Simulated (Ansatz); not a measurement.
# Si: the cost of one run

Program: Ansatz 0.2.0. Level of theory: DFT PBE, scalar-relativistic, plane waves, PAW. These are calculated values, not measurements.

7 further runs of the same task are left out: 1 that didn't finish, 6 set aside as unsound or not needed.

**1. Starting point**

Symmetry: C2/m, No. 12, monoclinic system. Conventional cell: a = 13.913 Å, b = 3.867 Å, c = 6.365 Å, α = 90.00°, β = 96.86°, γ = 90.00°. Around Si (site symmetry m) lie 4 Si at 2.35 to 2.39 Å. Si (site symmetry m) has 4 Si at 2.39 to 2.42 Å as nearest neighbours. Si (site symmetry m) has 4 Si at 2.33 to 2.35 Å as nearest neighbours. Si (site symmetry m) has 4 Si at 2.33 to 2.42 Å as nearest neighbours.

Coordinates:

```cif
data_structure
_symmetry_space_group_name_H-M 'C2/m'
_symmetry_Int_Tables_number 12
_cell_length_a 13.9126
_cell_length_b 3.8669
_cell_length_c 6.3646
_cell_angle_alpha 90.000
_cell_angle_beta 96.862
_cell_angle_gamma 90.000
_cell_volume 339.95
loop_
_atom_site_label
_atom_site_type_symbol
_atom_site_symmetry_multiplicity
_atom_site_Wyckoff_symbol
_atom_site_fract_x
_atom_site_fract_y
_atom_site_fract_z
_atom_site_occupancy
Si1 Si 4 i 0.05566 0.00000 0.87412 1
Si2 Si 4 i 0.05923 0.50000 0.65363 1
Si3 Si 4 i 0.21289 0.00000 0.05707 1
Si4 Si 4 i 0.22703 0.50000 0.58560 1
```

It goes back to an entry of the Materials Project, which need not be the stable form.

This cell was relaxed beforehand with the same method: volume 21.25 Å³/atom, gap on the mesh 0.29 eV.

**2. Plan of the line**

The energy is mapped over a normal mode and a strain (zone-centre modes of the cell shown).

- amplitude of mode 4 (91 cm⁻¹), largest displacement in the unstrained cell: 11 values from −0.698 to 0.698 Å
- strain +e along z and -e/2 along x and y: 7 values from −7.00 to 7.00 %

Nothing else is relaxed (the pattern is fixed in fractional coordinates). Energies count from the relaxed high-symmetry cell. Points are written as (first, second).

The modes come from a phonon run on the reference cell, made beforehand.

The patterns, per unit of each coordinate (Å):

| atom | x1 | y1 | z1 |
| --- | --- | --- | --- |
| Si1 | 0.000 | -0.358 | 0.000 |
| Si2 | 0.000 | -0.358 | 0.000 |
| Si3 | 0.000 | -0.396 | 0.000 |
| Si4 | 0.000 | -0.396 | 0.000 |
| Si5 | 0.000 | 1.000 | 0.000 |
| Si6 | 0.000 | 1.000 | 0.000 |
| Si7 | 0.000 | -0.246 | 0.000 |
| Si8 | 0.000 | -0.246 | 0.000 |

**3. The run at (−0.419 Å, −7.00 %)**

Input file input.yaml:

```yaml
crystal:
  lattice:
    - [7.1894207869, -2.001110151, 0.0815299555]
    - [7.1894207869, 2.001110151, 0.0815299555]
    - [-0.702991063, 0.0, 5.8771845726]
  atoms:
    - { symbol: Si, position: [0.0169230152, 0.0944013178, 0.8741221558] }
    - { symbol: Si, position: [0.9055986822, 0.9830769848, 0.1258778442] }
    - { symbol: Si, position: [0.5163120269, 0.6021485445, 0.6536328742] }
    - { symbol: Si, position: [0.3978514555, 0.4836879731, 0.3463671258] }
    - { symbol: Si, position: [0.321197942, 0.1045891762, 0.0570686657] }
    - { symbol: Si, position: [0.8954108238, 0.678802058, 0.9429313343] }
    - { symbol: Si, position: [0.7003787968, 0.7536727424, 0.5855965457] }
    - { symbol: Si, position: [0.2463272576, 0.2996212032, 0.4144034543] }
basis:
  ecutwfc: 420
kpoints:
  mp_grid: { grid: [10, 10, 6] }
hamiltonian:
  xc: pbe
  pseudopotentials: { kind: paw, azcp: { folder: soft_1 } }
scf:
  occupations: { method: gaussian, width: 0.03 }
output:
  forces: true
  stress: true
  eigenvalues: true
```

On the command line:

```console
$ ansatz run input.yaml --threads 4 --pin off --max-ram 8192MiB --backend cpu --events-out ev --progress --plain --runs-dir out
```

Q: Estimate wall time and peak memory on 4 threads of Arm Neoverse V1, shared host.

About 18 s, with a peak of 0.82 GiB.
